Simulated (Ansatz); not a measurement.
Input of an Ansatz 0.2.0 run:

The input input.yaml:

```yaml
crystal:
  lattice:
    - [2.5544169687, 0.0, 0.0]
    - [-1.2772084843, 2.2121899868, 0.0]
    - [0.0, 0.0, 8.52380336]
  atoms:
    - { symbol: C, position: [0.6666666667, 0.3333333333, 0.0] }
    - { symbol: C, position: [0.3333333333, 0.6666666667, 0.0] }
kpoints:
  mp_grid: { grid: [12, 12, 3] }
scf:
  occupations: { method: fermi_dirac, width: 0.05 }
hamiltonian:
  xc: pbe
  pseudopotentials: { kind: all_electron, lapw: { basis_error: 0.001 } }
output:
  forces: true
  stress: true
  eigenvalues: true
```

Potentials or basis: all-electron LAPW, scalar-relativistic.

Run with:

```console
$ ansatz run input.yaml --threads 1 --pin off --max-ram 3072MiB --backend cpu --events-out ev --progress --plain --runs-dir out
```

Predict the band gap on the k mesh.

none (metal or under the smearing width).

Stress tensor (GPa, compression positive):
```
-14.63   0.00   0.00
  0.00 -14.63   0.00
  0.00   0.00   0.00
```
